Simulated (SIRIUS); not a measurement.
Set up this calculation in SIRIUS 7.10.0, as the native input.

```yaml
Task: single point
Functional: AM05
Potentials_or_basis: PseudoDojo 0.4.1 PBE standard (scalar relativistic)
Cutoff: 1152 eV
Density_cutoff: 4606 eV
k_mesh: 5 × 5 × 6
Occupations: fermi-dirac, width 0.05 eV
Spin: no spin polarisation
Libxc_names: "[\"XC_GGA_X_AM05\", \"XC_GGA_C_AM05\"]"
Energy_tol: 1e-08 Ha
Density_tol: 1e-06
Mixer: anderson
Mixing_beta: 0.7
Max_scf: 100
Radial_cutoff_for_the_potentials'_integrals: 6.5 bohr
```

Crystal: As.

```xyz
1
Lattice="2.9795 -0.1006 0.3238 -0.1006 2.5830 0.2619 0.3238 0.2619 2.5486" Properties=species:S:1:pos:R:3 pbc="T T T"
As    1.6013    1.3721    1.5671
```

The input as run:

sirius.json

```json
{
  "control": {
    "processing_unit": "cpu",
    "verbosity": 2,
    "num_bands_to_print": 14,
    "print_forces": true,
    "print_stress": true
  },
  "parameters": {
    "electronic_structure_method": "pseudopotential",
    "xc_functionals": ["XC_GGA_X_AM05", "XC_GGA_C_AM05"],
    "gk_cutoff": 9.2,
    "pw_cutoff": 18.4,
    "ngridk": [5, 5, 6],
    "shiftk": [0, 0, 0],
    "smearing": "fermi_dirac",
    "smearing_width": 0.0018374661,
    "num_bands": 14,
    "num_mag_dims": 0,
    "num_dft_iter": 100,
    "energy_tol": 1e-08,
    "density_tol": 1e-06
  },
  "iterative_solver": {
    "type": "davidson",
    "min_tolerance": 1e-09,
    "tolerance_scale": [0.1, 0.25]
  },
  "mixer": {
    "type": "anderson",
    "beta": 0.7,
    "max_history": 8
  },
  "settings": {
    "tol_ne": 1e-10,
    "pseudo_grid_cutoff": 6.5
  },
  "unit_cell": {
    "lattice_vectors": [
      [5.63040194969, -0.190137798694, 0.611838441507],
      [-0.190137798694, 4.881186919581, 0.494889641134],
      [0.611838441507, 0.494889641134, 4.816065218778]
    ],
    "atom_coordinate_units": "lattice",
    "atom_types": ["As"],
    "atom_files": {
      "As": "As.json"
    },
    "atoms": {
      "As": [
        [0.5, 0.5, 0.5]
      ]
    }
  }
}
```

Potentials or basis: PseudoDojo 0.4.1 PBE standard (scalar relativistic).

Launch:

```console
$ upf_to_json As.upf
$ OMP_NUM_THREADS=1 sirius.scf --input=sirius.json --output=out.json --task=0
```

It gave:

The pressure is 2.5 GPa and the band gap on the k mesh is none (metal or under the smearing width).

Caveat: the k mesh is coarse (spacing up to 0.50 Å⁻¹), so the values aren't converged; the potentials were made for another functional, which shifts forces and pressure.

Wall time 20 s on 1 thread of Arm Neoverse V2 (shared host), peak memory 0.31 GiB.
